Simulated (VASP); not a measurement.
Runs of VASP 6.6.1 on BeS. Symmetry: F-43m, No. 216, cubic system. The conventional cell has a = 4.841 Å, b = 4.841 Å, c = 4.841 Å, α = 90.00°, β = 90.00°, γ = 90.00°. Be (site symmetry -43m) is surrounded by 4 S at 2.10 Å. S (site symmetry -43m) is surrounded by 4 Be at 2.10 Å. The cell is a database's computed one.

```tsv
level	potentials or basis	k mesh	cutoff (eV)	smearing	further INCAR settings	gap on the mesh (eV)	pressure (GPa)
PBEsol	VASP PAW PBE potentials, release 64 (Be, S_h)	8 × 8 × 8	900	gaussian 0.02 eV	ALGO = Fast; EDIFF = 1e-06	2.91	0.0
PBEsol	VASP PAW PBE potentials, release 64 (Be, S)	8 × 8 × 8	700	gaussian 0.02 eV	ALGO = Fast; EDIFF = 1e-06	2.92	0.0
r2SCAN	VASP PAW PBE potentials, release 64 (Be, S)	8 × 8 × 8	520	gaussian 0.02 eV	ALGO = Normal; EDIFF = 1e-06	3.56	(a)
PBEsol	VASP PAW PBE potentials, release 64 (Be, S)	12 × 12 × 12	520	gaussian 0.02 eV	ALGO = Fast; EDIFF = 1e-06	2.92	0.0
PBEsol	VASP PAW PBE potentials, release 64 (Be, S)	8 × 8 × 8	520	gaussian 0.5 eV	ALGO = Fast; EDIFF = 1e-06	2.92	0.0
```

Alike in all rows: task single point; no spin polarisation; cell as given.

**Question.** Fill in the values left out.

**Answer.** (a) 2.0.

Caveats: the PAW data sets were made with another functional, which shifts forces and pressure a little.

A k mesh can miss the band edges.
